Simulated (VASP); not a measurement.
Here is a VASP 6.6.1 calculation.

Contents of INCAR:

```
  PREC = Accurate
  ENCUT = 600
  EDIFF = 1E-7
  ISMEAR = 0
  SIGMA = 0.03
  LREAL = F
  LASPH = T
  NELM = 80
  ALGO = Normal
  ISIF = 4
  LWAVE = F
  LCHARG = F
  METAGGA = R2SCAN
  LMIXTAU = T
  IBRION = 2
  NSW = 40
  EDIFFG = -0.01
```

File KPOINTS:

```
regular mesh
0
Gamma
  9 9 5
```

POSCAR

```
ZnS                                     
1.0
    3.7290768715      0.0000000000      0.0000000000
   -1.8645384357      3.2294753033      0.0000000000
    0.0000000000      0.0000000000      6.1181192109
  Zn              S             
     2     2
Direct
     0.3333333332999970    0.6666666667000030    0.0053560640321209
     0.6666666667000030    0.3333333332999970    0.5053560640321209
     0.3333333332999970    0.6666666667000030    0.3796439359678772
     0.6666666667000030    0.3333333332999970    0.8796439359678772
```

Potentials or basis: VASP PAW PBE potentials, release 64 (Zn, S).

Launch:

```bash
$ cat potpaw_PBE.64/Zn/POTCAR potpaw_PBE.64/S/POTCAR > POTCAR
$ mpirun -np 1 vasp_std > vasp.out
```

Q: What does it give for the energy gained by relaxing?

A: 0.1 meV/atom.

Q: Estimate the band gap on the k mesh.

A: 3.07 eV, direct.

Forces on the atoms (eV/Å):
```
Zn   0.000  0.000  0.006
Zn   0.000  0.000  0.006
S    0.000  0.000 -0.006
S    0.000  0.000 -0.006
```

Caveat: the PAW data sets were made with another functional, which shifts forces and pressure a little.
